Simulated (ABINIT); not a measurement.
**BN (Qingsongite): G0W0 with ABINIT, start to end**

Wanted: ground state, empty states, screening and self-energy for BN (Qingsongite).

Method: PBE and many-body steps on it, plane waves, in ABINIT 10.8.3.

## (1) Set-up

Symmetry: F-43m, No. 216, cubic system. Conventional cell: a = 3.615 Å, b = 3.615 Å, c = 3.615 Å, α = 90.00°, β = 90.00°, γ = 90.00°. B has 4 N at 1.57 Å nearest. Nearest to N lie 4 B at 1.57 Å. Farther neighbours and most contacts between anions are not listed.

The cell and positions come from the Crystallography Open Database and are kept as given unless a step says otherwise.

## (2) Ground state

This step: ABINIT 10.8.3; DFT, PBE, plane waves, norm-conserving pseudopotentials.

The ground-state density comes first.

run.abi reads:

```
acell 3*1.0 Angstrom
rprim 
  -0.000000000000 1.807500000000 1.807500000000
  1.807500000000 0.000000000000 1.807500000000
  1.807500000000 1.807500000000 -0.000000000000
ntypat 2
znucl 5 7
natom 2
typat 1 2
xred 
  0.000000000000 0.000000000000 0.000000000000
  0.250000000000 0.250000000000 0.250000000000
pp_dirpath "pseudos"
pseudos "B.upf, N.upf"
ecut 36
ngkpt 10 10 10
nshiftk 1
shiftk 0 0 0
kptopt 1
chksymbreak 0
nband 9
occopt 1
tolvrs 1e-10
nstep 60
prtwf 0
optforces 0
optstress 0
indata_prefix "in"
outdata_prefix "out"
tmpdata_prefix "tmp"
```

Command:

```console
$ OMP_NUM_THREADS=1 mpirun -n 4 abinit run.abi > log
```

Numbers of over 12 decimals in the logs are rounded to 6 here.

Output:

```text
.Version 10.8.3 of ABINIT. v10.8.2 released Aug 2026.

 Symmetries : space group F-4 3 m (#216); Bravais cF (face-center cubic)
================================================================================
 Values of the parameters that define the memory need of the present run
     intxc =       0    ionmov =       0      iscf =       7    lmnmax =       4
     lnmax =       4     mgfft =      30  mpssoang =       2    mqgrid =    3001
     natom =       2  nloc_mem =       1    nspden =       1   nspinor =       1
    nsppol =       1      nsym =      24    n1xccc =    2501    ntypat =       2
    occopt =       1   xclevel =       2
-    mband =           9        mffmem =           1         mkmem =          12
       mpw =         845          nfft =       27000          nkpt =          47
================================================================================
  Rough estimation (10% accuracy) of disk space for files :
================================================================================

--------------------------------------------------------------------------------
------------- Echo of variables that govern the present computation ------------
--------------------------------------------------------------------------------
 -outvars: echo values of preprocessed input variables --------
            acell      1.8897261259E+00  1.8897261259E+00  1.8897261259E+00 Bohr

      chksymbreak           0
             ecut      3.60000000E+01 Hartree
-          fftalg         312

              ixc     -101130
              kpt      0.00000000E+00  0.00000000E+00  0.00000000E+00
                       1.00000000E-01  0.00000000E+00  0.00000000E+00
                       2.00000000E-01  0.00000000E+00  0.00000000E+00
                       3.00000000E-01  0.00000000E+00  0.00000000E+00
                       4.00000000E-01  0.00000000E+00  0.00000000E+00
                       5.00000000E-01  0.00000000E+00  0.00000000E+00
                       1.00000000E-01  1.00000000E-01  0.00000000E+00
                       2.00000000E-01  1.00000000E-01  0.00000000E+00
                       3.00000000E-01  1.00000000E-01  0.00000000E+00
   [... 36 further rows ...]
                      -3.00000000E-01  4.00000000E-01  2.00000000E-01
                      -3.00000000E-01  5.00000000E-01  2.00000000E-01
         kptrlatt       10    0    0      0   10    0      0    0   10
          kptrlen      4.83050094E+01
P           mkmem          12
            natom           2
            nband           9
            ngfft          30      30      30
             nkpt          47
            nstep          60
             nsym          24
           ntypat           2
              occ      2.000000  2.000000  2.000000  2.000000  0.000000  0.000000
[...]
optforces           0
        optstress           0
            prtwf           0
            rprim     -0.0000000000E+00  1.8075000000E+00  1.8075000000E+00
[...]
spgroup         216

           tolvrs      1.00000000E-10

             xred      0.0000000000E+00  0.0000000000E+00  0.0000000000E+00
[...]
znucl        5.00000    7.00000

================================================================================

 chkinp: Checking input parameters for consistency.

================================================================================
== DATASET  1 ==================================================================
-   mpi_nproc: 4, omp_nthreads: 1 (-1 if OMP is not activated)

--- !DatasetInfo
iteration_state: {dtset: 1, }
dimensions: {natom: 2, nkpt: 47, mband: 9, nsppol: 1, nspinor: 1, nspden: 1, mpw: 845, }
cutoff_energies: {ecut:  36.0, pawecutdg:  -1.0, }
electrons: {nelect:   8.00000000E+00, charge:   0.00000000E+00, occopt:   1.00000000E+00, tsmear:   1.00000000E-02, }

 Real(R)+Recip(G) space primitive vectors, cartesian coordinates (Bohr,Bohr^-1):
 R(1)=  0.0000000  3.4156800  3.4156800  G(1)= -0.1463837  0.1463837  0.1463837
 R(2)=  3.4156800  0.0000000  3.4156800  G(2)=  0.1463837 -0.1463837  0.1463837
 R(3)=  3.4156800  3.4156800  0.0000000  G(3)=  0.1463837  0.1463837 -0.1463837
 Unit cell volume ucvol=  7.9700586E+01 bohr^3
 Angles (23,13,12)=  6.00000000E+01  6.00000000E+01  6.00000000E+01 degrees

 getcut: wavevector=  0.0000  0.0000  0.0000  ngfft=  30  30  30
         ecut(hartree)=     36.000   => boxcut(ratio)=   2.30194

 getcut : COMMENT -
  Note that boxcut > 2.2 ; recall that boxcut=Gcut(box)/Gcut(sphere) = 2
  is sufficient for exact treatment of convolution.
  Such a large boxcut is a waste : you could raise ecut
  e.g. ecut=   47.690509 Hartrees makes boxcut=2

--- Pseudopotential description ------------------------------------------------
- B Generated using ONCVPSP code by D. R. Hamann
-  5.00000   3.00000  171031                  znucl, zion, pspdat
12 -101130 1 -1 1534                          pspcod,pspxc,lmax,lloc,mmax
     nproj     2     2
  pspatm : epsatm=    3.38844616
         --- l  ekb(1:nproj) -->
[...]
pspatm: atomic psp has been read  and splines computed

- N Generated using ONCVPSP code by D. R. Hamann
-  7.00000   5.00000  171031                  znucl, zion, pspdat
12 -101130 1 -1 1058                          pspcod,pspxc,lmax,lloc,mmax
     nproj     2     2
  pspatm : epsatm=    5.20977870
         --- l  ekb(1:nproj) -->
[...]
1   -4.293905   -1.006988
 pspatm: atomic psp has been read  and splines computed

   6.87857989E+01                                ecore*ucvol(ha*bohr**3)
--------------------------------------------------------------------------------

_setup2: Arith. and geom. avg. npw (full set) are     822.053     822.026

================================================================================

--- !BeginCycle
iteration_state: {dtset: 1, }
solver: {iscf: 7, nstep: 60, nline: 4, wfoptalg: 0, }
tolerances: {tolvrs: 1.00E-10, }

     iter   Etot(hartree)      deltaE(h)  residm     vres2
 ETOT  1  -13.353670328845    -1.335E+01 1.866E-01 1.447E+02
 ETOT  2  -13.373136893714    -1.947E-02 6.470E-03 1.104E+02
 ETOT  3  -13.402464776550    -2.933E-02 3.876E-03 1.734E-01
 ETOT  4  -13.402502334780    -3.756E-05 4.257E-03 1.682E-03
 ETOT  5  -13.402502505884    -1.711E-07 1.198E-03 3.940E-05
 ETOT  6  -13.402502511439    -5.556E-09 1.069E-03 2.572E-07
 ETOT  7  -13.402502511479    -3.939E-11 2.420E-04 2.030E-09
 ETOT  8  -13.402502511479    -1.315E-13 2.105E-04 5.379E-11

 At SCF step    8       vres2   =  5.38E-11 < tolvrs=  1.00E-10 =>converged.

--- !ResultsGS
iteration_state: {dtset: 1, }
comment   : Summary of ground state results
lattice_vectors:
- [ -0.0000000,   3.4156800,   3.4156800, ]
- [  3.4156800,   0.0000000,   3.4156800, ]
- [  3.4156800,   3.4156800,  -0.0000000, ]
lattice_lengths: [   4.83050,    4.83050,    4.83050, ]
lattice_angles: [ 60.000,  60.000,  60.000, ] # degrees, (23, 13, 12)
lattice_volume:   7.9700586E+01
convergence: {deltae: -1.315E-13, res2:  5.379E-11, residm:  2.105E-04, diffor:  0.000E+00, }
etotal    :  -1.34025025E+01
entropy   :   0.00000000E+00
fermie    :   3.02092262E-01
cartesian_stress_tensor: null
pressure_GPa: null
xred      :
- [  0.0000E+00,   0.0000E+00,   0.0000E+00,  B]
- [  2.5000E-01,   2.5000E-01,   2.5000E-01,  N]
cartesian_forces: null
force_length_stats: {min: null, max: null, mean: null, }

 Integrated electronic density in atomic spheres:
 ------------------------------------------------
 Atom  Sphere_radius  Integrated_density
    1        2.00000          3.32049900
    2        2.00000          5.75124674
================================================================================

 ----iterations are completed or convergence reached----

 Mean square residual over all n,k,spin=   10.187E-07; max=  21.054E-05
 reduced coordinates (array xred) for    2 atoms
       0.000000000000      0.000000000000      0.000000000000
       0.250000000000      0.250000000000      0.250000000000
 rms dE/dt=  0.0000E+00; max dE/dt=  0.0000E+00; dE/dt below (all hartree)
    1       0.000000000000      0.000000000000      0.000000000000
    2       0.000000000000      0.000000000000      0.000000000000

 cartesian coordinates (angstrom) at end:
    1      0.000000     0.000000     0.000000
    2      0.903750     0.903750     0.903750
 length scales=  1.889726125908  1.889726125908  1.889726125908 bohr
              =  1.000000000000  1.000000000000  1.000000000000 angstroms
 prteigrs : about to open file out_EIG
 Fermi (or HOMO) energy (hartree) =   0.30209   Average Vxc (hartree)=  -0.47450
 Eigenvalues (hartree) for nkpt=  47  k points:
 kpt#   1, nband=  9, wtk=  0.00100, kpt=  0.0000  0.0000  0.0000 (reduced coord)
  -0.44062    0.30209    0.30209    0.30209    0.62836    0.62836    0.62836    0.68304
   1.21148
 prteigrs : prtvol=0 or 1, do not print more k-points.

--- !EnergyTerms
iteration_state     : {dtset: 1, }
comment             : Components of total free energy in Hartree
kinetic             :  9.41230010599648E+00
hartree             :  1.79183179045680E+00
xc                  : -4.37198988812425E+00
Ewald energy        : -1.31703929426445E+01
psp_core            :  8.63052609504914E-01
local_psp           : -6.86018895556562E+00
non_local_psp       : -1.06711523110257E+00
total_energy        : -1.34025025114787E+01
total_energy_eV     : -3.64700672502578E+02
band_energy         :  1.04301569482710E-01

== END DATASET(S) ==============================================================
================================================================================

 -outvars: echo values of variables after computation  --------
           etotal     -1.3402502511E+01
            nband           9
             nkpt          47
          spgroup         216
 [... the other variables as echoed above ...]

 Calculation completed.
```

It took 5 s on 4 MPI ranks of Arm Neoverse V1, shared host; peak memory 0.25 GiB.

Numbers from this step:

- total energy: -364.7007 eV
- gap: 4.535 eV
- k of the valence top: 0, 0, 0
- k of the conduction bottom: 0.5, 0.5, 0
- least direct gap: 8.878 eV

The gap is indirect, with the least direct gap 4.34 eV higher.

(Part 1 of 3 ends here.)

[Paths, hosts, dates, memory and timing lines, banners, echoed tables and standing remarks are left out of the program output.]

[Logs are printed without paths, hosts, clocks, repeated set-up lines and the standing remarks that a program may print on its own settings, such as how far it seeks lower states.]

[Runs of the session that timed out or met a known fault of the program may be left out.]

[Hosts, paths, dates, database ids (printed as entryN), source tags and the programs' standing remarks are cut or masked in the printed files.]

[G0W0 gaps are taken among the corrected bands and points alone; a level outside them can change the order at an edge.]

[Where Ansatz stands beside ABINIT at settings called matched, ABINIT's density can come from a denser mesh and the files from another edition; pairs whose starting gaps differed by over 0.03 eV were left out, so agreement reads better than it is.]
